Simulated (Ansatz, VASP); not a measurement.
Two plane-wave programs on EuS

INCAR

```
ALGO = Normal ; EDIFF = 1E-7
ENCUT = 520 ; GGA = PE
ISIF = 2 ; ISMEAR = -1
ISPIN = 2 ; LASPH = True
LCHARG = False ; LMAXMIX = 6
LORBIT = 11 ; LREAL = False
LWAVE = False ; MAGMOM = 7 0
NBANDS = 22 ; NELM = 100
PREC = Accurate ; SIGMA = 0.05
```

The input KPOINTS:

```
k-points
0
Gamma
  8 8 8
```

The input POSCAR:

```
EuS
1.0
    0.0000000000      2.9785000000      2.9785000000
    2.9785000000      0.0000000000      2.9785000000
    2.9785000000      2.9785000000      0.0000000000
Eu S
1 1
Direct
    0.0063140000      0.0007660000      0.0036810000
    0.5093810000      0.4883540000      0.5050720000
```

input.yaml

```yaml
crystal:
  lattice:
    - [0.0, 2.9785, 2.9785]
    - [2.9785, 0.0, 2.9785]
    - [2.9785, 2.9785, 0.0]
  atoms:
    - { symbol: Eu, position: [0.006314, 0.000766, 0.003681], spin: 7.0 }
    - { symbol: S, position: [0.509381, 0.488354, 0.505072] }
hamiltonian:
  xc: pbe
  pseudopotentials: { kind: paw }
magnetization:
  spin_polarized: true
kpoints:
  mp_grid: { grid: [8, 8, 8] }
scf:
  occupations: { method: fermi_dirac, width: 0.05 }
output:
  forces: true
  stress: true
  eigenvalues: true
```

Change from the starting cell: atoms moved at random, drawn with an rms of 0.05 Å.

Alike in both runs: task single point; functional PBE; k mesh 8 × 8 × 8; occupations fermi-dirac, width 0.05 eV; collinear spin, ferromagnetic start.

```csv
,VASP,Ansatz
version,VASP 6.6.1,Ansatz 0.2.0
potentials or method,"VASP PAW PBE potentials, release 64 (Eu, S)",Ansatz PAW
plane-wave cutoff (eV),520,420
valence electrons in the cell,23,23
```

VASP gave:

```
gap on the k mesh at the Fermi level (eV)                     : none
pressure (GPa)                                                : -2.8
rms of the force components (eV/Å)                            : 0.075
net moment per atom (μB)                                      : 3.49
size of the moment on the site where the two differ most (μB) : 6.59
```

Estimate Ansatz's values.

gap on the k mesh at the Fermi level (eV): none; pressure (GPa): -2.5; rms of the force components (eV/Å): 0.075; net moment per atom (μB): 3.49; size of the moment on the site where the two differ most (μB): 6.75.

Site moments also hang on the region over which each program counts them. Atom by atom the forces differ by 0.000 eV/Å (rms over components). A gap of «none» marks a metal or a gap that the smearing closes. With one functional, cell and mesh, what is left measures potentials, basis and numerics.

Caveats: spin-orbit coupling is left out, which moves the levels of the heavy elements; a cell with one magnetic atom can't hold antiferromagnetic order, which such compounds often take; without U or exact exchange the open f shell lies at the Fermi level, which spoils levels, moments and volumes. The state reached can hang on the start; a lower one may exist.
